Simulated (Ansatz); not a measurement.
## ZrO2: checking dH/dP = V

All numbers below come from DFT PBEsol, scalar-relativistic, plane waves, PAW (Ansatz). Run with 420 eV cutoff, 8×8×8 k-mesh, Gaussian smearing of 0.02 eV, no spin polarisation.

Starting point, cell and atoms relaxed:

```
CELL_PARAMETERS angstrom
0.00000 2.53205 2.53205
2.53205 0.00000 2.53205
2.53205 2.53205 0.00000
ATOMIC_POSITIONS crystal
Zr 0.00000 0.00000 0.00000
O 0.25000 0.25000 0.25000
O 0.75000 0.75000 0.75000
```

Cell and atoms were relaxed at each target pressure within the start's symmetry (Fm-3m), at zero temperature; other phases can be more stable under pressure. H = E + PV with P the target; E is the free energy at the smearing used, whose derivative the pressure is, per atom and counted from zero pressure.

| P (GPa) | V (Å³/atom) | E − E0 (meV) | H − H0 (meV) |
| --- | --- | --- | --- |
| 0 | 10.822 | 0.0 | 0.0 |
| 2 | 10.739 | 0.5 | 134.6 |
| 5 | 10.618 | 3.1 | 334.4 |
| 10 | 10.437 | 11.6 | 663.0 |
| 20 | 10.112 | 41.6 | 1303.9 |
| 40 | 9.581 | 139.6 | 2531.7 |

Question: Thermodynamics gives dH/dP = V along a relaxed path. Integrate V over P by the trapezoid rule and compare with the computed enthalpies.

Answer: With 1 eV/Å³ = 160.22 GPa, each step adds the mean volume times ΔP / 160.22:
```tsv
P (GPa)	∫V dP (meV)	H − H0 (meV)	difference (meV)
2	134.6	134.6	0.0
5	334.5	334.4	0.1
10	663.1	663.0	0.0
20	1304.3	1303.9	0.4
40	2533.5	2531.7	1.8
```

V(P) curves upward, so the trapezoid rule runs high; integrating a smooth curve through the same points puts that excess at about 1.8 meV at 40 GPa, against the 1.8 meV found.

Question: At 40 GPa, how much of the enthalpy change is stored energy and how much is the PV term?

Answer: E rises by 140 meV/atom and PV is 40 × 9.581 / 160.22 = 2392 meV/atom, so PV makes 94 % of ΔH. So between rival structures at high pressure a small difference in volume can outweigh the difference in energy: 1 % of this volume is worth 23.9 meV/atom at this pressure.

Question: What bulk modulus do the lowest pressures give?

Answer: From the pressures that the runs reached, -2.00 GPa (10.909 Å³) and 2.00 GPa (10.739 Å³), B = −ΔP/Δln V = 4.00 / 0.0157 = 255 GPa, a mean over that range.

Question: The gap is 3.308 eV at -2.00 GPa and 3.349 eV at 2.00 GPa. What pressure coefficient and volume deformation potential follow?

Answer: dE_g/dP = 10.3 meV/GPa, and a_V = dE_g/d ln V = −B dE_g/dP = -2.63 eV. If the edges move to other points of the zone within the range, this is a mean of two slopes. Gaps are Kohn–Sham gaps over the whole zone.

This fluorite-type form isn't the usual stable structure of the compound.